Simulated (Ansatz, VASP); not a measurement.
## Two plane-wave programs on Au

```
CELL_PARAMETERS angstrom
0.00000 1.88186 2.04550
1.88186 0.00000 2.04550
1.88186 1.88186 0.00000
ATOMIC_POSITIONS crystal
Au 0.00000 0.00000 0.00000
```

Change from the starting cell: strain -0.080 along x and y, +0.000 along z, atoms carried along.

Alike in both runs: task single point; functional PBEsol; k mesh 20 × 20 × 20; occupations gaussian, width 0.15 eV; no spin polarisation.

```csv
,VASP,Ansatz
version,VASP 6.6.1,Ansatz 0.2.0
potentials or method,"VASP PAW PBE potentials, release 64 (Au)","scalar-relativistic, plane waves, PAW"
plane-wave cutoff (eV),520,420
valence electrons in the cell,11,19
```

VASP gave:

| Quantity | Value |
| --- | --- |
| gap on the k mesh at the Fermi level (eV) | none |
| pressure (GPa) | 44.6 |
| largest component of the traceless stress (GPa) | 5.15 |

Question: Which values does Ansatz return?

Answer: gap on the k mesh at the Fermi level (eV): none; pressure (GPa): 45.0; largest component of the traceless stress (GPa): 5.17.

A gap of «none» marks a metal or a gap that the smearing closes. The two sets of potentials don't hold the same shells in valence.

Caveats: so large a pressure means that the cell lies far from this level's equilibrium, or that cutoff or potentials fall short (VASP); the potentials were made for another functional, which shifts forces and pressure (VASP). The runs have no spin-orbit coupling, so splittings on Au are missing.
